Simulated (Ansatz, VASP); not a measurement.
## Two plane-wave programs on GaSb

```
Ga Sb
1.0
     0.00000    3.14070    3.14070
     3.14070    0.00000    3.14070
     3.14070    3.14070    0.00000
Ga Sb
1 1
Direct
  0.00000 0.00000 0.00000
  0.25000 0.25000 0.25000
```

Alike in both runs: task single point; functional PBE; k mesh 6 × 6 × 6; occupations fermi-dirac, width 0.02 eV; no spin polarisation.

|  | VASP | Ansatz |
| --- | --- | --- |
| version | VASP 6.6.1 | Ansatz 0.2.0 |
| potentials or method | VASP PAW PBE potentials, release 64 (Ga_d, Sb) | plane waves, PAW |
| plane-wave cutoff (eV) | 520 | 420 |
| valence electrons in the cell | 18 | 28 |

Ansatz gave:

```
pressure (GPa) : -1.3
```

Task: Which values does VASP return?

Result: Pressure (GPa): -1.2.

With one functional, cell and mesh, what is left measures potentials, basis and numerics. The two sets of potentials don't hold the same shells in valence.

Spin-orbit coupling is left out, which matters for the levels of Sb.
